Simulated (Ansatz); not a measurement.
# An O vacancy next to an O vacancy in corundum Al2O3, 118 atoms, charge 0

All numbers come from Ansatz (PAW, plane waves, no spin–orbit coupling) at the single k point (¼, ¼, ¼) without its symmetry partners. The atoms were relaxed with PBEsol in a fixed cell; other functionals are single points on those atoms unless said otherwise. The valence top and gap of the host come from its small cell on a dense mesh, with the band extrema sought between the mesh points, lined up by the mean potential, PBEsol gap 6.03 eV, HSE06 gap 7.99 eV.

Cell: a = 9.548 Å, b = 9.548 Å, c = 13.014 Å, α = 90.00°, β = 90.00°, γ = 120.00°.

Nearest atoms after relaxation, from the placed atom (for vacancies from the middle of the vacant sites): Al at 1.50 Å, Al at 1.50 Å, O at 2.19 Å, Al at 2.23 Å, Al at 2.24 Å, O at 2.35 Å, O at 2.35 Å, O at 2.57 Å.

Chemical potentials μ are those of reference phases of the elements at zero temperature by the same functional (the usual solids, diamond for C, grey Sn, and the molecules H2, N2, O2, F2, Cl2, Br2 and S8).

```csv
functional,E(defect) − E(host) − Σ nμ + q·E_VBM (eV),monopole (eV),alignment (eV),formation energy at E_F = VBM (eV),moment (μB),"wall time, shared host"
PBEsol,13.61,0.00,0.00,13.61,0 (no spin),5.3 s on NVIDIA GB200 (relaxation)
```

(1) Estimate the formation energy and moment that HSE06 gives on these atoms.

HSE06 one-electron levels near the gap (the ten most localised at most), from the host's valence top:

```csv
level (eV),spin,filling,atoms sharing it,element of the atom with most weight
-0.28,both,2.00,57.2,spread
-0.26,both,2.00,55.5,spread
-0.22,both,2.00,65.5,spread
-0.21,both,2.00,67.1,spread
-0.17,both,2.00,58.8,spread
-0.11,both,2.00,67.4,spread
1.99,both,2.00,12.3,Al
3.45,both,2.00,12.1,Al
7.76,both,0.00,11.8,Al
```

All elements are taken at their own reference at once; growth conditions in equilibrium with the host shift these energies, by up to the host's formation enthalpy.

One k point and a cell of this size can leave errors of several tenths of an eV in such numbers.

Results:

(1) 14.06 eV at E_F = VBM, moment 0 (no spin).
